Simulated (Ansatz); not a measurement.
Runs of Ansatz 0.2.0 on LiH. It takes space group Fm-3m (No. 225, cubic). The conventional cell has a = 4.074 Å, b = 4.074 Å, c = 4.074 Å, α = 90.00°, β = 90.00°, γ = 90.00°. Around Li (site symmetry m-3m) lie 6 H at 2.04 Å. H (site symmetry m-3m) is surrounded by 6 Li at 2.04 Å. 

| cell | gap on the mesh (eV) | pressure (GPa) |
| --- | --- | --- |
| relaxed | 2.93 | 0.0 |
| relaxed to 20 GPa | (a) | 20.0 |
| relaxed to 30 GPa | 2.50 | 30.0 |
| relaxed to 10 GPa | (b) | 10.0 |
| relaxed to 5 GPa | 2.85 | 5.0 |

Alike in all rows: task relaxation of cell and atoms; level PBEsol; potentials or basis all-electron LAPW, scalar-relativistic; no spin polarisation; k mesh 11 × 11 × 11; smearing fermi-dirac 0.05 eV; basis error allowed 0.001 eV/atom.

Q: Fill in the values left out.

A: (a) 2.62; (b) 2.77.

Caveats: an odd mesh through Γ misses points on the zone boundary, where band edges often lie.
